The band gap here is the energy difference between the lowest empty and the highest occupied Kohn-Sham level of a crystal. It was computed with PBE for zincblende gallium nitride at a series of fixed volumes. Both levels lie at the zone centre Γ in every row, a point that the mesh contains, so the band gap always equals the least direct gap. The row at 11.763 Å³/atom is practically free of stress; rows above it in the table are compressed and rows below it are stretched.

Zincblende GaN at a series of fixed volumes, computed with Ansatz 0.2.0 using PBE, PAW and plane waves (cutoff 420 eV), scalar-relativistic and without spin polarisation. Both gaps are Kohn-Sham gaps on a 10×10×10 k mesh, with Gaussian smearing of 0.02 eV; the least direct gap is the smallest one at a single k point.

| volume (Å³/atom) | shortest distance (Å) | band gap (eV) | least direct gap (eV) |
| --- | --- | --- | --- |
| 10.188 | 1.877 | 2.458 | 2.458 |
| 10.351 | 1.887 | 2.357 | 2.357 |
| 10.383 | 1.889 | 2.338 | 2.338 |
| 10.704 | 1.909 | 2.143 | 2.143 |
| 11.057 | 1.929 | 1.935 | 1.935 |
| 11.410 | 1.950 | 1.736 | 1.736 |
| 11.763 | 1.970 | 1.541 | 1.541 |
| 12.116 | 1.989 | 1.352 | 1.352 |
| 12.137 | 1.990 | 1.340 | 1.340 |
| 12.230 | 1.995 | 1.294 | 1.294 |
| 12.469 | 2.008 | 1.172 | 1.172 |
| 12.939 | 2.033 | 0.938 | 0.938 |

The gap falls smoothly from 2.46 eV in the most compressed row to 0.94 eV in the most stretched one. Two common uses of such a curve nevertheless fail. A single pressure coefficient gives wrong gaps at high pressure, and this can be seen in the calculation itself. The absolute gap is far too small, and the smooth curve gives no hint of it.

The trend has a simple origin in bonding theory. The conduction edge at Γ is an antibonding combination of s orbitals on gallium and nitrogen. Shorter bonds make these orbitals overlap more, and the antibonding level rises. The valence edge, mainly nitrogen 2p, responds more weakly, so the gap opens on compression.

What sets the gap is therefore how close the atoms are, and pressure acts only through that distance. A crystal stiffens as it is squeezed, because closely packed electron shells repel each other ever more steeply. Each further gigapascal then shortens the bonds by less and raises the gap by less. A coefficient taken near zero pressure must overstate the gap under strong compression.

Two definitions put this into a formula. Let $E$ be the gap, $V$ the volume, $P$ the pressure and $B$ the bulk modulus, and let $a$ be the change of gap per unit of $\ln V$, known as the volume deformation potential. Then

$$dE = a\,d\ln V,\qquad dP = -B\,d\ln V,\qquad \frac{dE}{dP} = -\frac{a}{B}.$$

If $a$ stays constant while $B$ grows, the pressure coefficient has to shrink.

The calculated pressures and gaps show just this. Between the two most stretched rows the bulk modulus is about 120 GPa and the gap rises by 53 meV/GPa. Between 10.188 and 10.704 Å³/atom the crystal is more than twice as stiff, at about 282 GPa, and the coefficient has dropped to 23 meV/GPa. Over the same range $a$ changes by only about one per cent, a regularity of these rows and not an exact law.

The most compressed row, at 33.9 GPa, shows what this costs. The slopes were taken only from the two neighbours of the unstressed row, 11.410 and 12.116 Å³/atom, which give $a=-6.396$ eV and a pressure coefficient of 0.03704 eV/GPa. Both estimates start from the unstressed gap:

$$E_{\ln V} = 1.541 - 6.396\,\ln\frac{10.188}{11.763} = 2.46\ \text{eV},$$

$$E_{P} = 1.541 + 0.03704\times 33.89 = 2.80\ \text{eV}.$$

The calculation gives 2.458 eV. The volume rule is right to a few meV for a row that played no part in setting its slope, whereas the pressure rule overstates the rise of the gap by more than a third. The printed output compares both rules, and a straight line in volume, with every row.

The failure of the pressure rule leaves a clear mark. The rule is too high under compression and too high under tension as well, because a straight line touching a curve that bends downwards lies above it on both sides. Random numerical error would scatter in sign. Whoever has gaps and pressures for three well-separated volumes can make the same test by comparing the two slopes.

The second failure appears only beside experiment. The measured gap of zincblende GaN is roughly 3.2 eV, a recalled value, while the unstressed row gives 1.54 eV, about half of it. The volume rule holds to within 7 meV in all rows, yet the gap is too small by more than an electronvolt. A smooth curve shows that the calculations are consistent with one another, not that their common level is right.

A natural suspicion is that PBE merely makes the crystal too large, since stretched bonds mean a smaller gap. The deformation potential puts a size on this. Volume goes as the cube of the edge, so edges 1% shorter raise the gap by about 0.19 eV. Functionals of this type usually err by one or two per cent in the edge, whereas closing the shortfall would take about 8%, by an extrapolation beyond the table. Even the most compressed row, with edges 4.7% shorter than the unstressed one, stays well below the measured gap.

The main error must then lie in the electronic levels. Spin-orbit coupling matters here only at the level of hundredths of an electronvolt, and lattice vibrations lower the measured gap, so including them would widen the disagreement. The plane-wave cutoff was not varied, but an error of more than an electronvolt from that source would be quite unusual.

Theory gives two reasons why PBE levels lie too close together. The true gap is the cost of removing an electron from the crystal less the energy gained on adding one. The exchange-correlation potential should jump when an electron is added across the gap, and the difference of PBE levels leaves this jump out. PBE also lets an electron repel part of itself, which places the compact gallium 3d levels too high. From there they push the nitrogen 2p valence edge upwards and narrow the gap further. How the shortfall divides between the two is not settled by a volume series.

In practice, pressure should first be turned into volume with an equation of state, and the gap then read from $\ln V$. Within about 6 GPa of zero the plain pressure coefficient is good to about 20 meV and saves that step. For absolute values, the computed change can be added to a measured gap, on the untested assumption that the PBE error hardly varies with volume. All this holds for uniform compression; a film strained in its plane also has a split valence edge and needs further constants.

The same reasoning carries over to related semiconductors. Gallium arsenide also has its gap at Γ but is much softer, so at low pressure its gap rises faster per gigapascal. In silicon the conduction edge lies far from Γ in a state of different character, and the gap shrinks slightly under pressure. Before a slope is borrowed from a neighbour, the deformation potential, the stiffness and the position of the band edge all have to be compared.

The analysis program printed:

```
Prediction less computed gap:
     row  pressure GPa  ln V line meV  V line meV  pressure line meV
  10.188         33.89          2.427      -60.34              338.1
  10.351         29.13          1.905         -48              262.8
  10.383         28.25          1.162      -46.41              249.3
  10.704         19.98          1.416         -26              137.8
  11.057         12.21          1.888         -10              58.12
   11.41          5.61        -0.1187          -3              12.65
  11.763         0.004              0           0                  0
  12.116        -4.757        -0.1187          -3              12.65
  12.137        -5.024         0.8049      -2.422              14.76
   12.23        -6.145         -2.018      -7.006              19.24
  12.469        -8.799         -3.806         -15              42.93
  12.939        -13.24         -6.464      -36.64              112.3
Slope of gap against ln V near zero pressure (eV): -6.396
Pressure coefficient near zero pressure (meV/GPa): 37.04
Largest miss of ln V line (meV): 6.464
Largest miss of V line (meV): 60.34
Largest miss of pressure line (meV): 338.1
Slope against ln V, rows 10.188 to 10.704 (eV): -6.376
Slope against ln V, rows 12.469 to 12.939 (eV): -6.324
Bulk modulus, rows 10.188 to 10.704 (GPa): 281.6
Bulk modulus near zero pressure (GPa): 172.7
Bulk modulus, rows 12.469 to 12.939 (GPa): 120.1
Pressure coefficient, rows 10.188 to 10.704 (meV/GPa): 22.64
Pressure coefficient, rows 12.469 to 12.939 (meV/GPa): 52.64
Shortfall against rough measured gap, unstressed row (eV): 1.659
Shortfall against rough measured gap, most compressed row (eV): 0.742
Edge shortening of most compressed row (percent): 4.679
Gap rise for edges 1 percent shorter (eV): 0.1928
Edge shortening needed to reach measured gap, extrapolated (percent): 8.283
```
